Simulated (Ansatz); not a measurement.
Rows from a G0W0 calculation on Al on the Ga site in GaP (32-atom cell) (Ansatz 0.2.0; G0W0 on LDA, plane waves, PAW; 2×2×2 mesh, 1255 empty bands, screening to 130 eV), in eV. Spin-orbit coupling is left out.

```
row  k  band  start       Σx  Σc at the solution      Vxc
  A  Γ    v4  5.541  -16.425               1.618  -14.501
  B  Γ    c4  8.376   -7.830              -3.835  -12.112
  C  Γ    v1  6.720  -17.035               1.272  -15.492
  D  Γ    c1  8.213   -6.837              -3.753  -10.885
```

Question: Give the quasiparticle energies and the shift of each level.

The quasiparticle equation reads E = start + Σx + Σc(E) − Vxc.

```
row  E (eV)  shift (eV)
  A   5.235      −0.306
  B   8.822      +0.446
  C   6.450      −0.270
  D   8.508      +0.294
```

Limits: not at the basis limit; no spin-orbit coupling.

[Paths, hosts, dates, memory and timing lines, banners, echoed tables and standing remarks are left out of the program output.]

[Logs are printed without paths, hosts, clocks, repeated set-up lines and the standing remarks that a program may print on its own settings, such as how far it seeks lower states.]

[Runs of the session that timed out or met a known fault of the program may be left out.]

[Cells called generated may have been cut or substituted from an entry of the Crystallography Open Database or the Materials Project.]

[Hosts, paths, dates, database ids (printed as entryN), source tags and the programs' standing remarks are cut or masked in the printed files.]
